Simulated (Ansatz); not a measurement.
# SiC: the cost of one run

Computed with Ansatz 0.2.0 (DFT PBE, scalar-relativistic, plane waves, PAW, unless a step's input says otherwise).

2 further runs of the same task are left out: 2 set aside as unsound or not needed.

## Step 1: The starting structure

It takes space group F-43m (No. 216, cubic). Conventional cell: a = 4.380 Å, b = 4.380 Å, c = 4.380 Å, α = 90.00°, β = 90.00°, γ = 90.00°. Si (site symmetry -43m) is surrounded by 4 C at 1.90 Å. C (site symmetry -43m) is surrounded by 4 Si at 1.90 Å.

As a file:

```
Si C
1.0
     0.00000    2.18987    2.18987
     2.18987    0.00000    2.18987
     2.18987    2.18987    0.00000
Si C
1 1
Direct
  0.00000 0.00000 0.00000
  0.25000 0.25000 0.25000
```

This cell was relaxed beforehand with the same method: volume 10.50 Å³/atom, gap on the mesh 1.37 eV.

## Step 2: Building the [111] wire, 18 host atoms a period

The wire is cut from the relaxed crystal, periodic along c with vacuum across. Atoms and period relax; energies count from the bulk, -443.5801 eV an atom.

The cell holds 9 Si, 9 C: a = 13.500 Å, b = 12.400 Å, c = 7.586 Å, α = 90.00°, β = 90.00°, γ = 90.00°.

## Step 3: Relaxing it

Pressure and volume refer to the whole cell with its vacuum; only the period along c may change.

input.yaml

```yaml
crystal:
  lattice:
    - [13.5, 0.0, 0.0]
    - [0.0, 12.4, 0.0]
    - [0.0, 0.0, 7.5859238543]
  atoms:
    - { symbol: Si, position: [0.5993344111, 0.5, 0.0], spin: 0.3 }
    - { symbol: Si, position: [0.3344426482, 0.5, 0.6666666667], spin: 0.3 }
    - { symbol: C, position: [0.6655573518, 0.6248766309, 0.0833333333], spin: 0.3 }
    - { symbol: C, position: [0.5331114704, 0.3751233691, 0.4166666667], spin: 0.3 }
    - { symbol: C, position: [0.4006655889, 0.6248766309, 0.75], spin: 0.3 }
    - { symbol: Si, position: [0.4668885296, 0.5, 0.3333333333], spin: 0.3 }
    - { symbol: C, position: [0.6655573518, 0.3751233691, 0.0833333333], spin: 0.3 }
    - { symbol: C, position: [0.5331114704, 0.6248766309, 0.4166666667], spin: 0.3 }
    - { symbol: C, position: [0.4006655889, 0.3751233691, 0.75], spin: 0.3 }
    - { symbol: Si, position: [0.4006655889, 0.3751233691, 1.0], spin: 0.3 }
    - { symbol: Si, position: [0.6655573518, 0.3751233691, 0.3333333333], spin: 0.3 }
    - { symbol: Si, position: [0.5331114704, 0.6248766309, 0.6666666667], spin: 0.3 }
    - { symbol: C, position: [0.4668885296, 0.5, 0.0833333333], spin: 0.3 }
    - { symbol: Si, position: [0.4006655889, 0.6248766309, 1.0], spin: 0.3 }
    - { symbol: Si, position: [0.6655573518, 0.6248766309, 0.3333333333], spin: 0.3 }
    - { symbol: Si, position: [0.5331114704, 0.3751233691, 0.6666666667], spin: 0.3 }
    - { symbol: C, position: [0.3344426482, 0.5, 0.4166666667], spin: 0.3 }
    - { symbol: C, position: [0.5993344111, 0.5, 0.75], spin: 0.3 }
basis:
  ecutwfc: 420
kpoints:
  mp_grid: { grid: [1, 1, 5] }
hamiltonian:
  xc: pbe
scf:
  occupations: { method: gaussian, width: 0.05 }
  lower_state_search: "off"
output:
  forces: true
  stress: true
  eigenvalues: true
  populations: true
  write_density: true
  write_potential: true
  elf: true
  volumetric_format: npy
magnetization:
  spin_polarized: true
relax:
  adjacent_minimum: "off"
  f_tol: 0.02
  max_steps: 45
  cell: { fix: [a, b, alpha, beta, gamma], stress_tol: 0.03 }
```

Launch:

```sh
$ ansatz run input.yaml --threads 4 --pin off --max-ram 11264MiB --backend cpu --events-out ev --progress --plain --runs-dir out
```

**Question.** How long does this run take on 4 threads of AMD EPYC 7R43 (Zen 3), shared host, and how much memory does it need?

About 9.1 min, with a peak of 2.2 GiB.
